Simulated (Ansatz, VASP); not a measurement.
# One calculation of ZrC, two programs

```
Zr C
1.0
     0.00000    2.53823    2.35021
     2.53823    0.00000    2.35021
     2.53823    2.53823    0.00000
Zr C
1 1
Direct
  0.50000 0.50000 0.50000
  0.00000 0.00000 0.00000
```

Change from the starting cell: strain +0.080 along x and y, +0.000 along z, atoms carried along.

Alike in both runs: task single point; functional PBEsol; k mesh 18 × 18 × 18; occupations gaussian, width 0.15 eV; no spin polarisation.

|  | VASP | Ansatz |
| --- | --- | --- |
| version | VASP 6.6.1 | Ansatz 0.2.0 |
| potentials or method | VASP PAW PBE potentials, release 64 (Zr_sv, C) | scalar-relativistic, plane waves, PAW |
| plane-wave cutoff (eV) | 520 | 420 |
| valence electrons in the cell | 16 | 16 |

VASP gave:

| Property | Result |
| --- | --- |
| gap on the k mesh at the Fermi level (eV) | none |
| pressure (GPa) | -26.7 |
| largest component of the traceless stress (GPa) | 9.65 |

**Question.** Which values does Ansatz return?

**Answer.** gap on the k mesh at the Fermi level (eV): none; pressure (GPa): -26.9; largest component of the traceless stress (GPa): 9.52.

A gap of «none» marks a metal or a gap that the smearing closes. With one functional, cell and mesh, what is left measures potentials, basis and numerics.

Caveats: so large a pressure means that the cell lies far from this level's equilibrium, or that cutoff or potentials fall short (VASP); the potentials were made for another functional, which shifts forces and pressure (VASP).
